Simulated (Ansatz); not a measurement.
## Calculated 11B NMR of the central transition for B₆As

Cell: a computed structure from the Materials Project (it need not be an observed phase).

```yaml
crystal:
  lattice:
    - [3.06842, 1.77155, 3.96494]
    - [-3.06842, 1.77155, 3.96494]
    - [0.00000, -3.54311, 3.96494]
  atoms:
    - { symbol: B, position: [0.01529, 0.01529, 0.32488] }
    - { symbol: B, position: [0.01529, 0.32488, 0.01529] }
    - { symbol: B, position: [0.82186, 0.27249, 0.82186] }
    - { symbol: B, position: [0.82186, 0.82186, 0.27249] }
    - { symbol: B, position: [0.27249, 0.82186, 0.82186] }
    - { symbol: B, position: [0.72751, 0.17814, 0.17814] }
    - { symbol: B, position: [0.17814, 0.72751, 0.17814] }
    - { symbol: B, position: [0.17814, 0.17814, 0.72751] }
    - { symbol: B, position: [0.98471, 0.67512, 0.98471] }
    - { symbol: B, position: [0.98471, 0.98471, 0.67512] }
    - { symbol: B, position: [0.67512, 0.98471, 0.98471] }
    - { symbol: B, position: [0.32488, 0.01529, 0.01529] }
    - { symbol: As, position: [0.60055, 0.60055, 0.60055] }
    - { symbol: As, position: [0.39945, 0.39945, 0.39945] }
```

Atom numbers follow the list; atoms alike are taken as one site, whose name carries the number of the first.

Level of theory: DFT, r2SCAN, plane waves and PAW, scalar-relativistic, 500 eV cutoff, Γ-centred 6×6×6 k-points, Fermi–Dirac smearing 0.05 eV (Ansatz 0.2.0).

11B has I = 3/2 and Q = 40.59 mb (Pyykkö 2018); at 35.2 T its Larmor frequency is ν₀ = 480.9 MHz. Only the quadrupole interaction is simulated: positions count from each site's isotropic chemical shift, and J coupling is left out, as are shift anisotropy and dipolar coupling, which fast spinning averages.

Task: What does the 11B spectrum (fast magic-angle spinning) show for each site?

Result: 

```
site                         first shell  C_Q (MHz)     η  P_Q (MHz)  δ_QIS (ppm)  breadth (kHz)
  B1                  6 B at 1.77–1.90 Å      -1.24  0.25       1.25       -0.170          0.186
  B3  5 B at 1.73–1.81 Å, 1 As at 2.00 Å      0.298  0.63      0.317      -0.0108         0.0120
```

δ_QIS = −(ν_Q²/30ν₀²)[I(I+1) − 3/4](1 + η²/3) × 10⁶ ppm with ν_Q = 3|C_Q|/[2I(2I−1)]; it falls as 1/B₀² in ppm, and the breadth as 1/B₀ in kHz.

Hardware: 1 thread of Intel Xeon Platinum 8259CL CPU @ 2.50GHz (Skylake/Cascade Lake) (x86_64; 32 cores open to the job, memory cap 2.5 GiB, no GPU), a shared host with a load of 0.7 a core. Wall time 42 s, CPU time 42 s, peak memory 0.83 GiB.
